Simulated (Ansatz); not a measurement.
Reaction (cleavage of the Si–Al bond): `C[SiH2][AlH][O][SiH3]` + acetic acid → `C[SiH2]OC(C)=O` + `[AlH2][O][SiH3]`

Calculated with Ansatz (gas phase, PBE0-D4/def2-TZVP geometries, no zero-point term in ΔE). CCSD(T)/CBS adds triple-zeta CCSD(T) − MP2 to the extrapolated MP2 energy (def2 sets, frozen cores). DFT in def2-TZVPP. B3LYP here is the variant with VWN-RPA as its local correlation; programs differ in this. Each species was taken in one conformer, which may not be the lowest.

| level | ΔE (kcal/mol) |
| --- | --- |
| r2SCAN-D4 | -19.4 |
| r2SCAN | -19.4 |
| B3LYP | -20.4 |
| SCS-MP2/def2-TZVPP | -23.5 |

Problem. What does CCSD(T)/CBS give? (An estimate is asked.)

Solution. The calculation gave: -20.9 kcal/mol. The listed levels differ from it by 1.5, 1.5, 0.5, -2.6 kcal/mol.

Largest T1 diagnostic among the species: 0.015.

In def2-TZVPP, CCSD(T) changes the Hartree–Fock value by +5.1 kcal/mol (the triples alone add +0.6 kcal/mol) and MP2 by +3.1 kcal/mol. From PBE to PBE0 (25 % exact exchange), in def2-TZVPP and without D4, ΔE moves by −1.9 kcal/mol.

CCSD(T)/CBS has its own doubt, a few kJ/mol and more with outer-core shells, so smaller differences from it don't rank the levels.
